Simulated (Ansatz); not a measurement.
Runs of Ansatz 0.2.0 on SnSe2. The structure is trigonal, space group P-3m1 (No. 164). Conventional cell: a = 3.811 Å, b = 3.811 Å, c = 6.136 Å, α = 90.00°, β = 90.00°, γ = 120.00°. Sn (site symmetry -3m) has 6 Se at 2.68 Å as nearest neighbours. Around Se (site symmetry 3m) lie 3 Sn at 2.68 Å. 

```csv
task,level,spin,cell,k mesh,smearing,points for each segment of the path,gap on the mesh (eV),pressure (GPa),largest force (eV/Å)
single point,PBE,off,as given,8 × 8 × 5,gaussian 0.018 eV,-,0.81,5.5,0.79
single point,PBE,off,as given,8 × 8 × 5,gaussian 0.016 eV,-,0.81,5.5,0.79
single point,PBE,off,as given,8 × 8 × 5,gaussian 0.028 eV,-,0.81,5.5,0.79
relaxation of cell and atoms,RPBE+D3(BJ),off,relaxed,8 × 8 × 5,fermi-dirac 0.05 eV,-,none,0.0,-
single point,PBE,off,as given,8 × 8 × 5,gaussian 0.023 eV,-,0.81,5.5,0.79
single point,PBE,off,as given,8 × 8 × 5,gaussian 0.027 eV,-,0.81,5.5,0.79
band structure,PBEsol,"SOC, no magnetisation",as given,6 × 6 × 4,fermi-dirac 0.05 eV,14,(a),2.6,0.59
single point,PBE,off,as given,8 × 8 × 5,gaussian 0.024 eV,-,0.81,5.5,0.79
```

Alike in all rows: potentials or basis Ansatz PAW; cutoff (eV) 420.

**Question.** Estimate the missing entries.

**Answer.** (a) 0.70.

Caveats: this functional lacks dispersion, which binds the layers, so the pressure and a relaxed spacing across them are unreliable (some runs); odd divisions of the mesh miss points on the zone boundary, where band edges often lie, so the gap on the mesh can be too wide (some runs); spin-orbit coupling is left out, which moves the levels of the heavy elements (some runs); the PAW data sets come from PBE, with cores solved anew for the run's functional, which leaves a small shift of forces and pressure (some runs); the plane-wave basis is chosen anew once the cell has moved, so the energies of steps on either side of that aren't comparable (some runs).

A k mesh can miss the band edges, and rows without SOC leave out spin-orbit coupling on Se, Sn.

A gap of «none» marks a metal or a gap under the smearing width.
